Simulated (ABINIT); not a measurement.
Runs of ABINIT 10.8.3 (patched build) on AlN. Symmetry: P6_3/mmc, No. 194, hexagonal system. The conventional cell has a = 3.312 Å, b = 3.312 Å, c = 4.188 Å, α = 90.00°, β = 90.00°, γ = 120.00°. Al (site symmetry -6m2) is surrounded by 5 N at 1.91 to 2.09 Å. N (site symmetry -6m2) has 5 Al at 1.91 to 2.09 Å as nearest neighbours. Measurements of this composition are mostly on another form, of space group No. 186.

```csv
level,potentials or basis,cutoff (eV),fine-grid cutoff,gap on the mesh (eV),pressure (GPa)
TB-mBJ,JTH PAW LDA v2.0,844,1442.2 eV,(a),-
PBEsol,JTH PAW PBE v2.0,707,1306.15 eV,3.17,(b)
r2SCAN,JTH PAW PBE v2.0,844,1442.2 eV,3.80,-1.7
LDA,JTH PAW LDA v2.0,707,1306.15 eV,3.27,-9.2
```

Alike in all rows: task band structure; no spin polarisation; cell as given; k mesh 9 × 9 × 7; smearing fermi-dirac 0.05 eV.

Estimate the missing entries.

(a) 4.55; (b) -2.5.

Caveats: the PAW data sets were made with another functional, which shifts forces and pressure a little (some runs); the constant c of TB-mBJ comes from the pseudo density here, which moves gaps by up to 0.3 eV between sets of potentials (some runs).

